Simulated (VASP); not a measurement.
Input of a VASP 6.6.1 run:

INCAR

```
PREC = Accurate
ENCUT = 520
EDIFF = 1E-8
ISMEAR = -1
SIGMA = 0.05
LREAL = F
LASPH = T
NELM = 100
ALGO = Fast
ISIF = 2
LWAVE = F
LCHARG = F
GGA = PE
LEFG = T
NBANDS = 26
```

The input KPOINTS:

```
Automatic mesh
0
Gamma
  5 3 3
```

The input POSCAR:

```
Cs
1.0
    5.4771318700      0.0000000000      0.0000000000
    0.0000000000      9.9028791700      0.0000000000
    0.0000000000      0.0000000000      9.2070899300
Cs
4
Direct
    0.7353681000      0.6069862400      0.7500000000
    0.2646319000      0.3930137600      0.2500000000
    0.7353681000      0.8930137600      0.2500000000
    0.2646319000      0.1069862400      0.7500000000
```

Potentials or basis: VASP PAW PBE potentials, release 64 (Cs_sv).

Launch:

```console
$ cat potpaw_PBE.64/Cs_sv/POTCAR > POTCAR
$ mpirun -np 1 vasp_std > vasp.out
```

Question: What does it give for the pressure?

Answer: -0.1 GPa.

Question: Predict the band gap on the k mesh.

Answer: None (metal or under the smearing width).

Question: Predict the largest force.

Answer: 0.023 eV/Å.

Electric field gradients, principal values (V/Å²):
| atom | Vxx | Vyy | Vzz |
| --- | --- | --- | --- |
| 1 Cs | 0.677 | 0.939 | -1.616 |
| 2 Cs | 0.677 | 0.939 | -1.616 |
| 3 Cs | 0.677 | 0.939 | -1.616 |
| 4 Cs | 0.677 | 0.939 | -1.616 |

The run has no spin-orbit coupling, so splittings on Cs are missing.
